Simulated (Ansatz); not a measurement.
GaSb:

```
CELL_PARAMETERS angstrom
0.00000 3.05900 3.05900
3.05900 0.00000 3.05900
3.05900 3.05900 0.00000
ATOMIC_POSITIONS crystal
Sb 0.75000 0.75000 0.75000
Ga 0.00000 0.00000 0.00000
```

| Property | Result |
| --- | --- |
| Program | Ansatz 0.2.0 |
| Task | relaxation of cell and atoms |
| Functional | RPBE |
| Potentials or basis | all-electron LAPW, scalar-relativistic |
| Basis error allowed | 0.001 eV/atom |
| k mesh | 8 × 8 × 8 |
| Occupations | fermi-dirac, width 0.05 eV |
| Spin | no spin polarisation |

At the start: volume 28.62 Å³/atom.

Where does the relaxation end?

Over 5 steps the energy falls by 27.2 meV/atom and the volume is 31.03 Å³/atom (+8.4 %); space group F-43m (No. 216, to 0.05 Å).

The path:
```
step  energy change (eV)  largest force (eV/Å)  volume (Å³)
   1              0.0000                0.0000        57.25
   2             -0.0518                0.0000        63.19
   3             -0.0543                0.0000        62.21
   4             -0.0544                0.0000        62.06
   5             -0.0544                0.0000        62.06
```

Final structure:
```
Sb Ga
1.0
     0.00000    3.14238    3.14238
     3.14238    0.00000    3.14238
     3.14238    3.14238    0.00000
Sb Ga
1 1
Direct
  0.75000 0.75000 0.75000
  0.00000 0.00000 0.00000
```
